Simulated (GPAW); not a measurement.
# FeO (Wuestite) (Fm-3m) in GPAW: a series of runs

The runs below take FeO (Wuestite) through single point, band structure, with PBE+U, PBEsol, PBEsol+U.

Everything below comes from runs of GPAW 26.7.0. Logs are shortened: lines on timing, memory, paths and dates and some standing lists are left out, and cuts for length are marked. The log counts tension as positive stress, the text compression.

**Experimental background.**

“W\"ustite: Electric, thermodynamic and optical properties of FeO”, 2012, arxiv:1203.1201 quotes, for a bulk crystal of FeO: band gap 2.4 eV (optical).

How close the calculation comes is told below.

### 1 The structure

The structure is cubic, space group Fm-3m (No. 225). The conventional cell has a = 4.311 Å, b = 4.311 Å, c = 4.311 Å, α = 90.00°, β = 90.00°, γ = 90.00°. Around Fe (site symmetry m-3m) lie 6 O at 2.16 Å. O (site symmetry m-3m) is surrounded by 6 Fe at 2.16 Å.

### 2 Single point, PBE+U, collinear spin, ferromagnetic start

The input, run.py:

```python
from ase.dft.bandgap import bandgap
from ase.io import write
from ase.spacegroup import crystal
from ase.units import GPa
from gpaw import GPAW, PW

# Fe 4a
# O 4b
atoms = crystal(['Fe', 'O'],
                basis=[[0.0, 0.0, 0.0],
                       [0.5, 0.0, 0.0]],
                spacegroup=225, setting=1,  # Fm-3m
                cellpar=[4.3108, 4.3108, 4.3108, 90.0, 90.0, 90.0],
                primitive_cell=True)
atoms.set_initial_magnetic_moments([4.0, 0.0])

calc = GPAW(mode=PW(600),
            xc='PBE',
            kpts={'size': (9, 9, 9), 'gamma': True},
            occupations={'name': 'fermi-dirac', 'width': 0.05},
            setups={'Fe': ':d,3.0'},
            nbands=17,
            maxiter=120,
            txt='gpaw.txt')
atoms.calc = calc
energy = atoms.get_potential_energy()
forces = atoms.get_forces()
stress = atoms.get_stress()
calc.write('gs.gpw')
write('result.traj', atoms)
print(f'Energy: {energy:.6f} eV')
print('Forces (eV/A):')
print(forces.round(4))
print('Stress (GPa):', (stress / GPa).round(3))
print('Moments:', calc.get_magnetic_moments().round(3))
print('Fermi level:', round(calc.get_fermi_level(), 4), 'eV')
print(f'Gap: {bandgap(calc)[0]:.4f} eV, direct: {bandgap(calc, direct=True)[0]:.4f} eV')
```

Potentials or basis: GPAW PAW data sets (gpaw-data 1.2.1), pw.

On the command line:

```console
OMP_NUM_THREADS=1 python run.py
```

gpaw.txt:

```text
__  _  _
 | _ |_)|_||  |
 |__||  | ||/\| - 26.7.0

Input parameters:
  mode=PW(ecut=600.0),
  kpts=MonkhorstPack(size=(9, 9, 9), gamma=True),
  maxiter=120,
  nbands=17,
  occupations=Occupations(name='fermi-dirac', width=0.05),
  setups={'Fe': ':d,3.0'},
  xc=XC(name='PBE')

Diagonalizing LCAO Hamiltonian
Converting LCAO to pw mode

              O

       Fe

Atoms  # Å, Bohr magnetons
|   | symbol |        x |        y |        z |    initial magnetic moments |
|---|--------|----------|----------|----------|-----------------------------|
| 0 |     Fe | 0.000000 | 0.000000 | 0.000000 | ( 0.0000,  0.0000,  4.0000) |
| 1 |      O | 2.155400 | 2.155400 | 2.155400 | ( 0.0000,  0.0000,  0.0000) |

Unit cell  # Å
| periodic |        x |        y |        z |  lengths |    angles |
|----------|----------|----------|----------|----------|-----------|
|      yes | 0.000000 | 2.155400 | 2.155400 | 3.048196 | 60.000000 |
|      yes | 2.155400 | 0.000000 | 2.155400 | 3.048196 | 60.000000 |
|      yes | 2.155400 | 2.155400 | 0.000000 | 3.048196 | 60.000000 |

Number of symmetries: 48
Symmetry operations  # r_c * U_cc + t_c -> r_c
|    | kind |            matrix            |
|----|------|------------------------------|
|  0 |  σ   |  1, 0, 0,  1, 0,-1,  1,-1, 0 |
|  1 |  C2  |  1, 0, 0,  1,-1, 0,  1, 0,-1 |
|  2 |  E   |  1, 0, 0,  0, 1, 0,  0, 0, 1 |
|  3 |  σ   |  1, 0, 0,  0, 0, 1,  0, 1, 0 |
|  4 |  C4  |  1, 0,-1,  1, 0, 0,  1,-1, 0 |
|  5 |  S6  |  1, 0,-1,  1,-1, 0,  1, 0, 0 |
|  6 |  σ   |  1, 0,-1,  0, 1,-1,  0, 0,-1 |
|  7 |  C3  |  1, 0,-1,  0, 0,-1,  0, 1,-1 |
|  8 |  S6  |  1,-1, 0,  1, 0, 0,  1, 0,-1 |
|  9 |  C4  |  1,-1, 0,  1, 0,-1,  1, 0, 0 |
| 10 |  C3  |  1,-1, 0,  0,-1, 1,  0,-1, 0 |
| 11 |  σ   |  1,-1, 0,  0,-1, 0,  0,-1, 1 |
| 12 |  σ   |  0, 1, 0,  1, 0, 0,  0, 0, 1 |
| 13 |  C4  |  0, 1, 0,  0, 1,-1, -1, 1, 0 |
| 14 |  C3  |  0, 1, 0,  0, 0, 1,  1, 0, 0 |
| 15 |  S6  |  0, 1, 0, -1, 1, 0,  0, 1,-1 |
| 16 |  C2  |  0, 1,-1,  1, 0,-1,  0, 0,-1 |
| 17 |  σ   |  0, 1,-1,  0, 1, 0, -1, 1, 0 |
| 18 |  S4  |  0, 1,-1,  0, 0,-1,  1, 0,-1 |
| 19 |  C4  |  0, 1,-1, -1, 1, 0,  0, 1, 0 |
| 20 |  C3  |  0, 0, 1,  1, 0, 0,  0, 1, 0 |
| 21 |  σ   |  0, 0, 1,  0, 1, 0,  1, 0, 0 |
| 22 |  S6  |  0, 0, 1,  0,-1, 1, -1, 0, 1 |
| 23 |  C4  |  0, 0, 1, -1, 0, 1,  0,-1, 1 |
| 24 |  S4  |  0, 0,-1,  1, 0,-1,  0, 1,-1 |
| 25 |  C3  |  0, 0,-1,  0, 1,-1,  1, 0,-1 |
| 26 |  C2  |  0, 0,-1,  0,-1, 0, -1, 0, 0 |
| 27 |  S6  |  0, 0,-1, -1, 0, 0,  0,-1, 0 |
| 28 |  S4  |  0,-1, 1,  1,-1, 0,  0,-1, 0 |
| 29 |  C4  |  0,-1, 1,  0, 0, 1, -1, 0, 1 |
| 30 |  C2  |  0,-1, 1,  0,-1, 0,  1,-1, 0 |
| 31 |  σ   |  0,-1, 1, -1, 0, 1,  0, 0, 1 |
| 32 |  C3  |  0,-1, 0,  1,-1, 0,  0,-1, 1 |
| 33 |  S6  |  0,-1, 0,  0, 0,-1, -1, 0, 0 |
| 34 |  S4  |  0,-1, 0,  0,-1, 1,  1,-1, 0 |
| 35 |  C2  |  0,-1, 0, -1, 0, 0,  0, 0,-1 |
| 36 |  C2  | -1, 1, 0,  0, 1, 0,  0, 1,-1 |
| 37 |  S6  | -1, 1, 0,  0, 1,-1,  0, 1, 0 |
| 38 |  S4  | -1, 1, 0, -1, 0, 1, -1, 0, 0 |
| 39 |  C3  | -1, 1, 0, -1, 0, 0, -1, 0, 1 |
| 40 |  S6  | -1, 0, 1,  0, 0, 1,  0,-1, 1 |
| 41 |  C2  | -1, 0, 1,  0,-1, 1,  0, 0, 1 |
| 42 |  C3  | -1, 0, 1, -1, 1, 0, -1, 0, 0 |
| 43 |  S4  | -1, 0, 1, -1, 0, 0, -1, 1, 0 |
| 44 |  C2  | -1, 0, 0,  0, 0,-1,  0,-1, 0 |
| 45 |  i   | -1, 0, 0,  0,-1, 0,  0, 0,-1 |
[... 91 lines left out ...]
    projectors
    | kind |    occ | energy [eV] | rcut [Å] |
    |------|--------|-------------|----------|
    |   2s |  2.000 |     -23.961 |    0.688 |
    |   2p |  4.000 |      -9.029 |    0.598 |
    |    s |        |       3.251 |    0.688 |
    |    p |        |      18.182 |    0.598 |
    |    d |        |       0.000 |    0.619 |

    Using partial waves for O as LCAO basis

Reference energy: -36660.306901  # eV

eigensolver:
  PPCG
  Converge bands: occupied
  niter=2

density mixing:
  MSR1-Mixer
  Pratt-step length: 0.05
  Maximum mixing coefficient: 0.75
  Old densities: 10
  SVD Regularization: 0.005
  Good broyden scale: 1.0
  Trust region scale: 1.0
  Backstep threshold: 4.0
  History deletion threshold: 6.0
  Fourier metric: weight=20.0, sigma=0.015

occupation numbers:
  Fermi-Dirac:
    width: 0.0500  # eV

poisson solver:
  ecut: 4800.0  # eV

xc functional:
  name: PBE with 2 nearest neighbor stencil

convergence criteria:
- Maximum [total energy] change in last 3 cyles: 0.0005 eV / valence electron
- Maximum integral of absolute [dens]ity change: 0.0001 electrons / valence electron
- Maximum integral of absolute [eigenst]ate change: 4e-08 eV^2 / valence electron
maximum number of iterations: 120

SCF iterations
|iter     | |      energy | eigst |  dens |  magmom |
|---------|-|-------------|-------|-------|---------|
|iter:   1| |  -15.502175 | -0.10 |       |  +4.0032|
|iter:   2| |  -15.235242 | -2.07 | -0.80 |  +4.0052|
|iter:   3| |  -14.710925 | -1.51 | -0.84 |  +4.0212|
|iter:   4| |  -14.753381 | -3.00 | -1.27 |  +4.0124|
|iter:   5| |  -14.768720 | -3.04 | -1.59 |  +4.0079|
|iter:   6| |  -14.772320 | -4.04 | -1.95 |  +4.0042|
|iter:   7| |  -14.772739c| -4.44 | -2.59 |  +4.0025|
|iter:   8| |  -14.772754c| -6.40 | -3.26 |  +4.0025|
|iter:   9| |  -14.772756c| -7.32 | -3.90 |  +4.0028|
|iter:  10| |  -14.772757c| -8.12c| -4.92c|  +4.0028|

Converged in 10 steps
Energy contributions relative to reference atoms: (reference = -36660.306901)

Energy contributions:
  Kinetic:          32.338875
  Coulomb:         -28.029497
  Zero:              0.119434
  External:          0.000000
  Xc:              -19.196851
  Entropy:          -0.009434
  Spinorbit:         0.000000
  ----------------------------
  Free energy:     -14.777473
  Extrapolated:    -14.772757

dipole moment: (-10.329633, -10.329633, -10.329633)  # |e|*Ang

Total magnetic moment: (0.000000, 0.000000, 4.002784)

Local magnetic moments
|        x |        y |        z |
|----------|----------|----------|
| 0.000000 | 0.000000 | 3.679747 |  # Fe   0
| 0.000000 | 0.000000 | 0.185761 |  # O    1

Fermi level: 9.860
Eigenvalues  # (at kpt = [0.000, 0.000, 0.000])
| band index |      eig [eV] | occ [0-1] |      eig [eV] | occ [0-1] |
|------------|---------------|-----------|---------------|-----------|
|          0 |       -11.367 |     1.000 |       -10.972 |     1.000 |
|          1 |         3.835 |     1.000 |         5.990 |     1.000 |
|          2 |         3.835 |     1.000 |         5.990 |     1.000 |
|          3 |         3.835 |     1.000 |         5.990 |     1.000 |
|          4 |         3.842 |     1.000 |         9.132 |     1.000 |
|          5 |         3.842 |     1.000 |         9.132 |     1.000 |
[... 9 lines left out ...]
|         15 |        29.679 |     0.000 |        31.343 |     0.000 |
|         16 |        29.679 |     0.000 |        31.343 |     0.000 |

No gap
No difference between direct/indirect transitions

Forces  # eV/Ang
|        x |        y |        z |
|----------|----------|----------|
|  0.00000 |  0.00000 | -0.00000 |  # Fe   0
| -0.00000 | -0.00000 |  0.00000 |  # O    1

Stress tensor  # eV/Ang^3
|        x |         y |         z |
|----------|-----------|-----------|
| 0.015987 |  0.000000 |  0.000000 |
| 0.000000 |  0.015987 | -0.000000 |
| 0.000000 | -0.000000 |  0.015987 |

# Writing to gs.gpw (mode='')
```

Wall time 12 s (1 thread of Intel Xeon 6975P-C (Granite Rapids), shared host); peak memory 0.15 GiB.

What came out:

| Quantity | Value |
| --- | --- |
| Free energy | -14.7775 eV |
| Pressure | -2.6 GPa |
| Band gap on the k mesh | none (metal or under the smearing width) |
| Net moment | 4.00 μB per cell |
| Site moments | Fe +3.68; O +0.19 μB |

Caveat: the cutoff is short for stress and forces, so pressures can be off by a GPa or more; a cell with one magnetic atom can't hold antiferromagnetic order, which such compounds often take. The state reached can hang on the start; a lower one may exist.

### 3 Band structure, PBEsol, collinear spin, ferromagnetic start

The input, run.py:

```python
from ase import Atoms
from ase.dft.bandgap import bandgap
from ase.io import write
from ase.units import GPa
from gpaw import GPAW, PW, setup_paths

setup_paths.insert(0, '.')

atoms = Atoms(['Fe', 'O'],
              cell=[[0.0, 2.1554, 2.1554],
                    [2.1554, 0.0, 2.1554],
                    [2.1554, 2.1554, 0.0]],
              scaled_positions=[[0.0, 0.0, 0.0],
                                [0.5, 0.5, 0.5]],
              pbc=True)
atoms.set_initial_magnetic_moments([3.0, 0.0])

calc = GPAW(mode=PW(800),
            xc='PBEsol',
            kpts={'size': (11, 11, 11), 'gamma': True},
            occupations={'name': 'fermi-dirac', 'width': 0.05},
            nbands=17,
            convergence={'density': 1e-05, 'energy': 1e-05},
            maxiter=150,
            txt='gpaw.txt')
atoms.calc = calc
energy = atoms.get_potential_energy()
forces = atoms.get_forces()
stress = atoms.get_stress()
calc.write('gs.gpw')
write('result.traj', atoms)
print(f'Energy: {energy:.6f} eV')
print('Forces (eV/A):')
print(forces.round(4))
print('Stress (GPa):', (stress / GPa).round(3))
print('Moments:', calc.get_magnetic_moments().round(3))
print('Fermi level:', round(calc.get_fermi_level(), 4), 'eV')
print(f'Gap: {bandgap(calc)[0]:.4f} eV, direct: {bandgap(calc, direct=True)[0]:.4f} eV')

path = atoms.cell.bandpath('GXWKGLUWLK,UX', npoints=100, eps=1e-4)
bs_calc = calc.fixed_density(kpts=path, symmetry='off', nbands=26,
                             convergence={'bands': 'CBM+6.0', 'eigenstates': 1e-6}, txt='bands.txt')
bs = bs_calc.band_structure()
bs.write('bs.json')
print(f'Gap on the path: {bandgap(bs_calc)[0]:.4f} eV')
```

Potentials or basis: PAW data sets generated in the run's folder for this functional, pw.

On the command line:

```console
gpaw-setup -f PBEsol Fe O
OMP_NUM_THREADS=1 python run.py
```

Run time: 45 s. Hardware: 1 thread of Intel Xeon 6975P-C (Granite Rapids), shared host; peak memory 0.31 GiB.

Results (log left out):

* Free energy: -16.8210 eV
* Pressure: -7.0 GPa
* Band gap along the path: none (metal or under the smearing width)
* Net moment: 4.00 μB per cell
* Site moments: Fe +3.54; O +0.24 μB

Levels at the corners of the path, in eV from the Fermi level:
Spin up:
```csv
point,band 6,band 7,band 8,band 9,band 10
Γ,-3.89,-3.89,-3.66,-3.66,-0.15
X,-3.26,-2.76,-2.76,-2.75,5.01
W,-3.03,-2.88,-2.76,-1.72,7.21
K,-2.90,-2.63,-2.45,-1.70,6.52
Γ,-3.89,-3.89,-3.66,-3.66,-0.15
L,-3.04,-2.49,-0.33,-0.33,3.78
U,-2.90,-2.63,-2.45,-1.70,6.52
W,-3.03,-2.88,-2.76,-1.72,7.21
L,-3.04,-2.49,-0.33,-0.33,3.78
K,-2.90,-2.63,-2.45,-1.70,6.52
U,-2.90,-2.63,-2.45,-1.70,6.52
X,-3.26,-2.76,-2.76,-2.75,5.01
```
Spin down:
```tsv
point	band 2	band 3	band 4	band 5	band 6	band 7	band 8	band 9
Γ	-3.38	-3.38	-3.38	-0.75	-0.75	-0.75	0.13	0.13
X	-7.10	-4.58	-4.58	-2.19	0.69	0.79	0.79	1.11
W	-6.28	-6.28	-5.67	-0.05	-0.05	0.79	1.02	1.77
K	-6.70	-6.28	-4.99	-0.83	0.60	0.70	1.27	1.72
Γ	-3.38	-3.38	-3.38	-0.75	-0.75	-0.75	0.13	0.13
L	-8.18	-5.27	-5.27	0.42	0.42	0.62	2.77	2.77
U	-6.70	-6.28	-4.99	-0.83	0.60	0.70	1.27	1.72
W	-6.28	-6.28	-5.67	-0.05	-0.05	0.79	1.02	1.77
L	-8.18	-5.27	-5.27	0.42	0.42	0.62	2.77	2.77
K	-6.70	-6.28	-4.99	-0.83	0.60	0.70	1.27	1.72
U	-6.70	-6.28	-4.99	-0.83	0.60	0.70	1.27	1.72
X	-7.10	-4.58	-4.58	-2.19	0.69	0.79	0.79	1.11
```

Caveat: a cell with one magnetic atom can't hold antiferromagnetic order, which such compounds often take; semilocal functionals often make such compounds metallic where correlation or magnetic order opens a gap, which also shifts bond lengths.

### 4 Band structure, PBEsol+U, collinear spin, ferromagnetic start

Edit run.py of step 3 so:

```diff
@@ -21,2 +21,3 @@
             occupations={'name': 'fermi-dirac', 'width': 0.05},
+            setups={'Fe': ':d,1.0'},
             nbands=17,
```

On the command line:

```console
gpaw-setup -f PBEsol Fe O
OMP_NUM_THREADS=1 python run.py
```

It took 48 s on 1 thread of Intel Xeon 6975P-C (Granite Rapids), shared host; peak memory 0.32 GiB.

Results (log left out):

```yaml
Free_energy: -16.4520 eV
Pressure: -6.7 GPa
Band_gap_along_the_path: none (metal or under the smearing width)
Net_moment: 4.00 μB per cell
Site_moments: Fe +3.59; O +0.22 μB
```

Levels at the corners of the path, in eV from the Fermi level:
Spin up:
```
point  band 6  band 7  band 8  band 9  band 10
    Γ   -4.45   -4.08   -4.08   -4.08    -0.31
    X   -4.06   -3.53   -3.52   -3.52     4.81
    W   -3.66   -3.66   -3.52   -2.33     7.03
    K   -3.65   -3.32   -3.14   -2.27     6.33
    Γ   -4.45   -4.08   -4.08   -4.08    -0.31
    L   -3.79   -3.14   -0.83   -0.83     3.61
    U   -3.65   -3.32   -3.14   -2.27     6.33
    W   -3.66   -3.66   -3.52   -2.33     7.03
    L   -3.79   -3.14   -0.83   -0.83     3.61
    K   -3.65   -3.32   -3.14   -2.27     6.33
    U   -3.65   -3.32   -3.14   -2.27     6.33
    X   -4.06   -3.53   -3.52   -3.52     4.81
```
Spin down:
| point | band 3 | band 4 | band 5 | band 6 | band 7 | band 8 |
| --- | --- | --- | --- | --- | --- | --- |
| Γ | -3.55 | -3.55 | -0.76 | -0.76 | -0.76 | 0.35 |
| X | -4.75 | -4.75 | -2.24 | 0.81 | 0.81 | 0.93 |
| W | -6.46 | -5.80 | -0.06 | -0.06 | 0.82 | 1.25 |
| K | -6.45 | -5.11 | -0.87 | 0.62 | 0.71 | 1.48 |
| Γ | -3.55 | -3.55 | -0.76 | -0.76 | -0.76 | 0.35 |
| L | -5.36 | -5.36 | 0.45 | 0.45 | 0.61 | 2.94 |
| U | -6.45 | -5.11 | -0.87 | 0.62 | 0.71 | 1.48 |
| W | -6.46 | -5.80 | -0.06 | -0.06 | 0.82 | 1.25 |
| L | -5.36 | -5.36 | 0.45 | 0.45 | 0.61 | 2.94 |
| K | -6.45 | -5.11 | -0.87 | 0.62 | 0.71 | 1.48 |
| U | -6.45 | -5.11 | -0.87 | 0.62 | 0.71 | 1.48 |
| X | -4.75 | -4.75 | -2.24 | 0.81 | 0.81 | 0.93 |

Caveat: a cell with one magnetic atom can't hold antiferromagnetic order, which such compounds often take. The state reached can hang on the start; a lower one may exist.

### 5 The runs side by side

| task | level | potentials or basis | U | k mesh | cutoff (eV) | maxiter | convergence | band path | band points | pressure (GPa) | moment (μB) |
| --- | --- | --- | --- | --- | --- | --- | --- | --- | --- | --- | --- |
| single point | PBE+U | GPAW PAW data sets (gpaw-data 1.2.1), pw | Fe d U = 3 eV | 9 × 9 × 9 | 600 | 120 | default | - | - | -2.6 | 4.00 |
| band structure | PBEsol | PAW data sets generated in the run's folder for this functional, pw | - | 11 × 11 × 11 | 800 | 150 | - | GXWKGLUWLK,UX | 100 | -7.0 | 4.00 |
| band structure | PBEsol+U | PAW data sets generated in the run's folder for this functional, pw | Fe d U = 1 eV | 11 × 11 × 11 | 800 | 150 | - | GXWKGLUWLK,UX | 100 | -6.7 | 4.00 |

Alike in all rows: spin collinear, ferromagnetic start; cell as given; smearing fermi-dirac 0.05 eV.

Caveats: a cell with one magnetic atom can't hold antiferromagnetic order, which such compounds often take; the cutoff is short for stress and forces, so pressures can be off by a GPa or more (some runs); semilocal functionals often make such compounds metallic where correlation or magnetic order opens a gap, which also shifts bond lengths (some runs).

Total energies depend on the potentials used, so only differences within one code and one set of settings carry meaning.

### 6 Against experiment

Step 2. The gap isn't set beside the deposited one, since this odd mesh misses points on the zone boundary.

Step 3. Measured gap of FeO: 2.4 eV (optical; quoted in “W\"ustite: Electric, thermodynamic and optical properties of FeO”, 2012, arxiv:1203.1201). This calculation gives 0.00 eV (-2.40 eV). So large a miss can be the level of theory's own, or it may mean another phase, state or a wrong row. The value is that of PBEsol, without temperature or zero-point motion. Semilocal functionals fall short of measured gaps as a rule. The run's magnetic order (collinear spin, ferromagnetic start) needn't be the measured crystal's.

Step 4. A measured gap of FeO is 2.4 eV (optical; quoted in “W\"ustite: Electric, thermodynamic and optical properties of FeO”, 2012, arxiv:1203.1201); the calculated 0.00 eV misses it by -2.40 eV. So large a miss can be the level of theory's own, or it may mean another phase, state or a wrong row. The value is that of PBEsol+U, without temperature or zero-point motion. The run's magnetic order (collinear spin, ferromagnetic start) needn't be the measured crystal's.
